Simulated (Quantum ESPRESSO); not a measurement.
# Au (P6_3/mmc) in Quantum ESPRESSO: reference runs, part 2 of 2

Quantum ESPRESSO 7.5.

### 3 Single point, PBEsol (atoms moved at random, drawn with an rms of 0.05 Å)

pw.in

```
&CONTROL
  calculation = 'scf'
  prefix = 'pwscf'
  outdir = './tmp'
  pseudo_dir = './pseudo'
  tprnfor = .true.
  tstress = .true.
  disk_io = 'nowf'
/
&SYSTEM
  ibrav = 0
  nat = 2
  ntyp = 1
  ecutwfc = 45
  ecutrho = 360
  nbnd = 18
  occupations = 'smearing'
  smearing = 'fd'
  degauss = 0.00367493
/
&ELECTRONS
  conv_thr = 4d-10
  electron_maxstep = 120
  mixing_beta = 0.5
/
ATOMIC_SPECIES
Au   196.9666 au_pbesol_v1.uspp.F.UPF
CELL_PARAMETERS angstrom
   2.9000000000    0.0000000000    0.0000000000
  -1.4500000000    2.5114736710    0.0000000000
   0.0000000000    0.0000000000    4.8800000000
ATOMIC_POSITIONS crystal
Au     0.6881910000    0.3520320000    0.2512180000
Au     0.3221800000    0.6632650000    0.7544700000
K_POINTS automatic
11 11 6 0 0 0
```

Potentials or basis: GBRV 1.5 PBEsol.

Command:

```bash
> OMP_NUM_THREADS=1 mpirun -n 2 pw.x -nk 2 -in pw.in > pw.out
```

pw.out:

```text
This program is part of the open-source Quantum ESPRESSO suite
     for quantum simulation of materials; please cite
         "P. Giannozzi et al., J. Phys.:Condens. Matter 21 395502 (2009);
         "P. Giannozzi et al., J. Phys.:Condens. Matter 29 465901 (2017);
         "P. Giannozzi et al., J. Chem. Phys. 152 154105 (2020);
     in publications or presentations arising from this work. More details at

     K-points division:     npool     =       2
     Subspace diagonalization in iterative solution of the eigenvalue problem:
     a serial algorithm will be used

     G-vector sticks info
     --------------------
     sticks:   dense  smooth     PW     G-vecs:    dense   smooth      PW
     Sum         745     367    121                27655     9825    1739

     Using Slab Decomposition

     bravais-lattice index     =            0
     lattice parameter (alat)  =       5.4802  a.u.
     unit-cell volume          =     239.8518 (a.u.)^3
     number of atoms/cell      =            2
     number of atomic types    =            1
     number of electrons       =        22.00
     number of Kohn-Sham states=           18
     kinetic-energy cutoff     =      45.0000  Ry
     charge density cutoff     =     360.0000  Ry
     scf convergence threshold =      4.0E-10
     mixing beta               =       0.5000
     number of iterations used =            8  plain     mixing
     Exchange-correlation= SLA  PW   PSX  PSC
                           (   1   4  10   8   0   0   0)

     celldm(1)=   5.480206  celldm(2)=   0.000000  celldm(3)=   0.000000
     celldm(4)=   0.000000  celldm(5)=   0.000000  celldm(6)=   0.000000

     crystal axes: (cart. coord. in units of alat)
               a(1) = (   1.000000   0.000000   0.000000 )
               a(2) = (  -0.500000   0.866025   0.000000 )
               a(3) = (   0.000000   0.000000   1.682759 )

     reciprocal axes: (cart. coord. in units 2 pi/alat)
               b(1) = (  1.000000  0.577350 -0.000000 )
               b(2) = (  0.000000  1.154701  0.000000 )
               b(3) = (  0.000000 -0.000000  0.594262 )

     PseudoPot. # 1 for Au read from file:
     au_pbesol_v1.uspp.F.UPF
     Pseudo is Ultrasoft + core correction, Zval = 11.0
     Generated by new atomic code, or converted to UPF format
     Using radial grid of  985 points,  7 beta functions with:
                l(1) =   0
                l(2) =   0
                l(3) =   1
                l(4) =   1
                l(5) =   2
                l(6) =   2
                l(7) =   3
     Q(r) pseudized with  6 coefficients,  rinner =    1.900   1.900   1.900
                                                       1.900   1.900   1.900
                                                       1.900

     atomic species   valence    mass     pseudopotential
     Au               11.00   196.96660     Au( 1.00)

     No symmetry found

   Cartesian axes

     site n.     atom                  positions (alat units)
         1        Au     tau(   1) = (   0.5121750   0.3048687   0.4227393  )
         2        Au     tau(   2) = (  -0.0094525   0.5744043   1.2695909  )

     number of k points=   364  Fermi-Dirac smearing, width (Ry)=  0.0037

     Number of k-points >= 100: set verbosity='high' to print them.

     Dense  grid:    27655 G-vectors     FFT dimensions: (  36,  36,  60)

     Smooth grid:     9825 G-vectors     FFT dimensions: (  24,  24,  40)

     Initial potential from superposition of free atoms

     starting charge      21.9998, renormalised to      22.0000
     Starting wfcs are   18 randomized atomic wfcs

     Self-consistent Calculation

     iteration #  1     ecut=    45.00 Ry     beta= 0.50
     Davidson diagonalization with overlap
     ethr =  1.00E-02,  avg # of iterations =  4.6

     Threshold (ethr) on eigenvalues was too large:
     Diagonalizing with lowered threshold

     Davidson diagonalization with overlap
     ethr =  6.71E-04,  avg # of iterations =  1.1

     total energy              =    -229.45645976 Ry
     estimated scf accuracy    <       0.14947988 Ry

     iteration #  2     ecut=    45.00 Ry     beta= 0.50
     Davidson diagonalization with overlap
     ethr =  6.79E-04,  avg # of iterations =  2.0

     total energy              =    -229.49573246 Ry
     estimated scf accuracy    <       0.01076302 Ry

     iteration #  3     ecut=    45.00 Ry     beta= 0.50
     Davidson diagonalization with overlap
     ethr =  4.89E-05,  avg # of iterations =  2.4

     total energy              =    -229.49719630 Ry
     estimated scf accuracy    <       0.00068513 Ry

     iteration #  4     ecut=    45.00 Ry     beta= 0.50
     Davidson diagonalization with overlap
     ethr =  3.11E-06,  avg # of iterations =  5.4

     total energy              =    -229.49729751 Ry
     estimated scf accuracy    <       0.00010736 Ry

     iteration #  5     ecut=    45.00 Ry     beta= 0.50
     Davidson diagonalization with overlap
     ethr =  4.88E-07,  avg # of iterations =  1.6
[... 15 lines left out ...]
     total energy              =    -229.49730734 Ry
     estimated scf accuracy    <       0.00000011 Ry

     iteration #  8     ecut=    45.00 Ry     beta= 0.50
     Davidson diagonalization with overlap
     ethr =  5.18E-10,  avg # of iterations =  2.0

     total energy              =    -229.49730737 Ry
     estimated scf accuracy    <       0.00000002 Ry

     iteration #  9     ecut=    45.00 Ry     beta= 0.50
     Davidson diagonalization with overlap
     ethr =  8.04E-11,  avg # of iterations =  1.7

     total energy              =    -229.49730736 Ry
     estimated scf accuracy    <       0.00000001 Ry

     iteration # 10     ecut=    45.00 Ry     beta= 0.50
     Davidson diagonalization with overlap
     ethr =  5.42E-11,  avg # of iterations =  2.0

     End of self-consistent calculation

     Number of k-points >= 100: set verbosity='high' to print the bands.

     the Fermi energy is    14.4369 ev

!    total energy              =    -229.49730737 Ry
     estimated scf accuracy    <          2.7E-10 Ry
     smearing contrib. (-TS)   =      -0.00059942 Ry
     internal energy E=F+TS    =    -229.49670795 Ry

     The total energy is F=E-TS. E is the sum of the following terms:
     one-electron contribution =      18.51885113 Ry
     hartree contribution      =      17.58014652 Ry
     xc contribution           =    -123.89253705 Ry
     ewald contribution        =    -141.70316855 Ry

     convergence has been achieved in  10 iterations

     Forces acting on atoms (cartesian axes, Ry/au):

     atom    1 type  1   force =    -0.00088874   -0.00050223    0.00327613
     atom    2 type  1   force =     0.00088874    0.00050223   -0.00327613

     Total force =     0.004853     Total SCF correction =     0.000053

     Computing stress (Cartesian axis) and pressure

          total   stress  (Ry/bohr**3)                   (kbar)     P=      -68.12
  -0.00044786   0.00001121  -0.00000505          -65.88        1.65       -0.74
   0.00001121  -0.00046291  -0.00000368            1.65      -68.10       -0.54
  -0.00000505  -0.00000368  -0.00047842           -0.74       -0.54      -70.38

=------------------------------------------------------------------------------=
   JOB DONE.
=------------------------------------------------------------------------------=
```

Wall time 67 s (2 MPI ranks of Arm Neoverse V2, shared host); peak memory 0.4 GiB.

Results:

```
Free energy            : -3122.4699 eV
Pressure               : -6.8 GPa
Largest force          : 0.088 eV/Å
Band gap on the k mesh : none (metal or under the smearing width)
```

Forces on the atoms (eV/Å):
```
Au  -0.023 -0.013  0.084
Au   0.023  0.013 -0.084
```

Stress tensor (GPa, compression positive):
```
-6.59  0.16 -0.07
 0.16 -6.81 -0.05
-0.07 -0.05 -7.04
```

Levels at points of the mesh, in eV from the Fermi level:
```
            k point  band 7  band 8  band 9  band 10  band 11  band 12  band 13  band 14  band 15  band 16
 (0.00, 0.00, 0.00)   -3.98   -3.48   -3.23    -2.21    -1.98    -0.98     2.50    14.67    15.73    16.79
(0.00, 0.00, -0.50)   -4.32   -4.32   -2.58    -2.54    -2.50    -2.47    10.21    10.42    14.96    14.99
```

The run has no spin-orbit coupling, so splittings on Au are missing.
